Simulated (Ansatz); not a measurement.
System: skutterudite CoSb3. Method: RPBE (plane waves, PAW; Ansatz, a quantum-chemistry and plane-wave program).

Run with plane-wave cutoff 520 eV, 6×6×6 k mesh, Fermi–Dirac smearing 0.01 eV, no spin polarisation, scalar-relativistic PAW data made under PBE.

Cell (relaxed at this level):

```yaml
crystal:
  lattice:
    - [-4.59366, 4.59366, 4.59366]
    - [4.59366, -4.59366, 4.59366]
    - [4.59366, 4.59366, -4.59366]
  atoms:
    - { symbol: Co, position: [0.00000, 0.00000, 0.50000] }
    - { symbol: Co, position: [0.50000, 0.50000, 0.50000] }
    - { symbol: Co, position: [0.50000, 0.00000, 0.00000] }
    - { symbol: Co, position: [0.00000, 0.50000, 0.00000] }
    - { symbol: Sb, position: [0.84098, 0.66601, 0.50699] }
    - { symbol: Sb, position: [0.50699, 0.84098, 0.66601] }
    - { symbol: Sb, position: [0.17497, 0.84098, 0.33399] }
    - { symbol: Sb, position: [0.49301, 0.15902, 0.33399] }
    - { symbol: Sb, position: [0.82503, 0.15902, 0.66601] }
    - { symbol: Sb, position: [0.66601, 0.50699, 0.84098] }
    - { symbol: Sb, position: [0.66601, 0.82503, 0.15902] }
    - { symbol: Sb, position: [0.15902, 0.66601, 0.82503] }
    - { symbol: Sb, position: [0.33399, 0.49301, 0.15902] }
    - { symbol: Sb, position: [0.33399, 0.17497, 0.84098] }
    - { symbol: Sb, position: [0.15902, 0.33399, 0.49301] }
    - { symbol: Sb, position: [0.84098, 0.33399, 0.17497] }
```

What does this level give for the bulk modulus, band gap and pressure derivative B′ of the bulk modulus?


- bulk modulus: 78.1 GPa
- band gap: 0.11 eV
- pressure derivative B′ of the bulk modulus: 4.9

Measured, for comparison: band gap 0.63 eV (temperature not stated, not corrected to a static lattice; as tabulated in Kim et al. (2020), doi:10.1038/s41597-020-00723-8); bulk modulus 95 ± 5 GPa (room temperature, not corrected to a static lattice, our sources range from 85.0 to 95.0; as tabulated in Alexeev et al. (2016), arXiv:1601.07731). Computed (rounded) less measured: bulk modulus -18 % (-8 % to -18 % over the range).

Note: the bulk modulus comes from volumes at which shape and atoms were relaxed.

Spin–orbit coupling is not included; it can close the smallest gap of 0.11 eV.

It cost roughly 40 core-minutes of CPU time.
